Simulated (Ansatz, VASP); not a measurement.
# CdTe (e600) in VASP and in Ansatz

```
CELL_PARAMETERS angstrom
0.00000 3.30902 3.30902
3.30902 0.00000 3.30902
3.30902 3.30902 0.00000
ATOMIC_POSITIONS crystal
Cd 0.00000 0.00000 0.00000
Te 0.25000 0.25000 0.25000
```

Alike in both runs: task relaxation of cell and atoms; functional PBE; k mesh 10 × 10 × 10; occupations gaussian, width 0.02 eV; no spin polarisation.

|  | VASP | Ansatz |
| --- | --- | --- |
| version | VASP 6.6.1 | Ansatz 0.2.0 |
| potentials or method | VASP PAW PBE potentials, release 64 (Cd, Te) | scalar-relativistic, plane waves, PAW |
| plane-wave cutoff (eV) | 600 | 600 |
| valence electrons in the cell | 18 | 36 |

Ansatz gave:

```
gap on the k mesh at the Fermi level, each at its own relaxed structure (eV) : 0.59
relaxed volume (Å³/atom)                                                     : 36.23
relaxed cell length with the largest relative difference (Å)                 : 4.680
```

What did VASP give for the same quantities?

gap on the k mesh at the Fermi level, each at its own relaxed structure (eV): 0.58; relaxed volume (Å³/atom): 36.32; relaxed cell length with the largest relative difference (Å): 4.684.

The two sets of potentials don't hold the same shells in valence.

Caveats: spin-orbit coupling is left out, which moves the levels of the heavy elements. A hybrid or GW would open this gap; PBE tends to underestimate it.
